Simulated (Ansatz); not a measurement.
**Trial structures of Al₂Cu: starts and ends**

Level of theory: Ansatz, DFT PBE, scalar-relativistic, plane waves, PAW. All cells share a 420 eV cutoff and Γ-centred k meshes spaced about 0.3 Å⁻¹ or finer (0.25 for metals, 2π included). No spin polarisation in the final relaxations.

Each guess was relaxed in cell and atoms at zero pressure, within the symmetry of its start. Temperature and zero-point effects are left out. Coordination counts all near atoms (those within 1.25 times the shortest distance at each site; a plus sign parts nearer from farther groups).

```
guess                            made from  start group  V start (Å³/atom)         end group  V end (Å³/atom)  coordination at the end  gap on mesh (eV)  E over the lowest end (meV/atom)
    1                          random cell         Pmmn               16.8  Fm-3m (fluorite)             16.1             Al 4+6, Cu 8                 0                                 0
    2  a cell proposed by chemical analogy       I4/mcm               14.7            I4/mcm             14.9             Al 11, Cu 10                 0                                25
    3  a cell proposed by chemical analogy       P4/mmm               14.3                 ?                ?                        ?                 ?                                 ?
    4                          random cell        P-3m1               14.3             P-3m1             14.8            Al 12, Cu 6+6                 0                                94
    5                           Hf2Hg type       I4/mmm               14.2            I4/mmm             14.7             Al 12, Cu 12                 0                                94
```

Guess 3 as it starts:

```cif
data_structure
_symmetry_space_group_name_H-M 'P4/mmm'
_symmetry_Int_Tables_number 123
_cell_length_a 2.8500
_cell_length_b 2.8500
_cell_length_c 5.3000
_cell_angle_alpha 90.000
_cell_angle_beta 90.000
_cell_angle_gamma 90.000
_cell_volume 43.05
loop_
_atom_site_label
_atom_site_type_symbol
_atom_site_symmetry_multiplicity
_atom_site_Wyckoff_symbol
_atom_site_fract_x
_atom_site_fract_y
_atom_site_fract_z
_atom_site_occupancy
Al1 Al 2 h 0.50000 0.50000 0.74000 1
Cu1 Cu 1 a 0.00000 0.00000 0.00000 1
```

Question: Fill in the missing row: what does this guess relax into, and where does it rank?

Answer: It ends in space group P4/mmm (No. 123), with a = 2.845 Å, c = 5.833 Å, 15.7 Å³/atom and no gap. It lies 75 meV/atom over the lowest end, above guess 2 and below guess 5. Counting all near atoms, this end has Al 9, Cu 8+4 and the lowest (guess 1) has Al 4+6, Cu 8.

```
CELL_PARAMETERS angstrom
2.84475 0.00000 0.00000
0.00000 2.84475 0.00000
0.00000 0.00000 5.83322
ATOMIC_POSITIONS crystal
Al 0.50000 0.50000 0.72307
Al 0.50000 0.50000 0.27693
Cu 0.00000 0.00000 0.00000
```

The zero of energy is the elements' standard structures at the same level; no fitted shifts are applied.

Question: Is the lowest end bound against the elements?

Answer: Yes: its formation energy is −0.18 eV/atom. A negative formation energy is needed for stability but isn't enough: competing phases decide.

For metals, differences of a few meV/atom aren't resolved. With atoms moved at random, Fm-3m and P4/mmm came back. Without a clear test, and held by symmetry: I4/mcm, I4/mmm and P-3m1. The I4/mcm cell has the structure into which a cell as deposited in COD relaxes. Some candidate types were left out of the draw beforehand, so a known form may be missing.

The fluorite arrangement comes out lowest, although Al₂Cu at equilibrium is the tetragonal θ phase, the I4/mcm structure found here 25 meV/atom higher. Fluorite-type Al₂Cu is close to the metastable θ′ precipitate of aged Al–Cu alloys, so its low energy is physically reasonable. The reversed order probably reflects the missing vibrational entropy, which favours θ on heating, though an error of the functional may contribute.

Dense packing doesn't set the ranking: the lowest end is also the most open, but P4/mmm breaks any simple link between larger volume and lower energy. A more likely factor is how well a structure favours Al–Cu contacts, through mixing of Al sp with Cu states. In fluorite each Cu sits in a cube of Al, whereas P4/mmm also brings Cu atoms together in square layers. All the completed ends remain below the elements in energy, so the competition is among ways of arranging a favourable alloy, not between compound formation and segregation into the elements.
